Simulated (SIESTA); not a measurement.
Runs of SIESTA 5.4.2 on GaN. It takes space group P6_3mc (No. 186, hexagonal). Conventional cell: a = 3.212 Å, b = 3.212 Å, c = 10.357 Å, α = 90.00°, β = 90.00°, γ = 120.00°. Ga (site symmetry 3m) is surrounded by 4 N at 1.95 to 2.00 Å. Ga (site symmetry 3m) is surrounded by 3 N at 1.94 Å. N (site symmetry 3m) has 4 Ga at 1.94 to 2.00 Å as nearest neighbours. Around N (site symmetry 3m) lie 3 Ga at 1.95 Å. The cell is a database's computed one.

```csv
level,potentials or basis,gap on the mesh (eV),pressure (GPa),largest force (eV/Å)
PBE,"SG15 1.2 (PBE files) or PseudoDojo by element, DZP (energy shift 0.002 Ry)",0.74,(b),(c)
RPBE,"PseudoDojo 0.4 standard (PBE files), DZP (energy shift 0.002 Ry; radii capped at 9.5 bohr)",0.86,7.0,0.71
PBE,"PseudoDojo 0.4 standard (PBE files), TZP (energy shift 0.002 Ry; radii capped at 9.5 bohr)",0.79,2.8,(a)
PBE,"PseudoDojo 0.4 standard (PBE files), TZDP (energy shift 0.002 Ry; radii capped at 9.5 bohr)",0.79,3.1,0.53
```

Alike in all rows: task band structure; no spin polarisation; cell as given; k mesh 10 × 10 × 3; smearing fermi-dirac 0.05 eV; grid cutoff 800 Ry; energy shift 0.002 Ry.

Q: Estimate the missing entries.

A: (a) 0.56; (b) 2.9; (c) 0.61.

Caveats: semicore shells carry a single zeta, which can move pressures by several GPa and volumes by a few percent; the basis of atomic orbitals isn't converged, which shifts pressures, moduli and gaps; the potentials were made for another functional, which shifts forces and pressure (some runs).

A k mesh can miss the band edges, and the runs leave out spin-orbit coupling on Ga.

Not every run made on this cell is shown here.
